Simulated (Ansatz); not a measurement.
# ZnCu2SnS4 (copper zinc tin sulfide, kesterite): the cost of one run

Program: Ansatz 0.2.0. Level of theory: DFT PBE, scalar-relativistic, plane waves, PAW. These are calculated values, not measurements.

### 1 The starting structure

The structure is tetragonal, space group I-4 (No. 82). The conventional cell has a = 5.434 Å, b = 5.434 Å, c = 10.850 Å, α = 90.00°, β = 90.00°, γ = 90.00°. Zn (site symmetry -4) is surrounded by 4 S at 2.33 Å. Cu (site symmetry -4) is surrounded by 4 S at 2.33 Å. Sn (site symmetry -4) is surrounded by 4 S at 2.41 Å. Around S (site symmetry 1) lie 1 Zn at 2.33 Å and 2 Cu at 2.33 Å and 1 Sn at 2.41 Å.

Structure file:

```cif
data_structure
_symmetry_space_group_name_H-M 'I-4'
_symmetry_Int_Tables_number 82
_cell_length_a 5.4342
_cell_length_b 5.4342
_cell_length_c 10.8496
_cell_angle_alpha 90.000
_cell_angle_beta 90.000
_cell_angle_gamma 90.000
_cell_volume 320.39
loop_
_atom_site_label
_atom_site_type_symbol
_atom_site_symmetry_multiplicity
_atom_site_Wyckoff_symbol
_atom_site_fract_x
_atom_site_fract_y
_atom_site_fract_z
_atom_site_occupancy
Zn1 Zn 2 d 0.50000 0.00000 0.25000 1
Cu1 Cu 2 a 0.00000 0.00000 0.00000 1
Cu2 Cu 2 c 0.00000 0.50000 0.25000 1
Sn1 Sn 2 b 0.50000 0.50000 0.00000 1
S1 S 8 g 0.75620 0.24340 0.12821 1
```

The structure rests on an entry of the Crystallography Open Database; cell or positions may have been set otherwise for this series.

### 2 Relaxing cell and atoms: ZnCu2SnS4 (copper zinc tin sulfide, kesterite), no spin

input.yaml

```yaml
crystal:
  lattice:
    - [-2.7171, 2.7171, 5.4248]
    - [2.7171, -2.7171, 5.4248]
    - [2.7171, 2.7171, -5.4248]
  atoms:
    - { symbol: Zn, position: [0.25, 0.75, 0.5] }
    - { symbol: Cu, position: [0.0, 0.0, 0.0] }
    - { symbol: Cu, position: [0.75, 0.25, 0.5] }
    - { symbol: Sn, position: [0.5, 0.5, 0.0] }
    - { symbol: S, position: [0.37161, 0.88441, 0.9996] }
    - { symbol: S, position: [0.11559, 0.11519, 0.4872] }
    - { symbol: S, position: [0.88481, 0.37201, 0.0004] }
    - { symbol: S, position: [0.62799, 0.62839, 0.5128] }
scf:
  occupations: { method: gaussian, width: 0.05 }
output:
  forces: true
  stress: true
  eigenvalues: true
  write_density: true
  write_potential: true
  elf: true
  volumetric_format: npy
hamiltonian:
  xc: pbe
kpoints:
  mp_grid: { grid: [6, 6, 6] }
basis:
  ecutwfc: 520
relax:
  f_tol: 0.002
  max_steps: 80
  cell: { stress_tol: 0.02 }
```

Command:

```sh
ansatz run input.yaml --threads 8 --pin off --max-ram 20480MiB --backend cpu --events-out ev --progress --plain --runs-dir out
```

Q: Estimate wall time and peak memory on 8 threads of Arm Neoverse V1, shared host.

About 52 s, with a peak of 1.1 GiB.
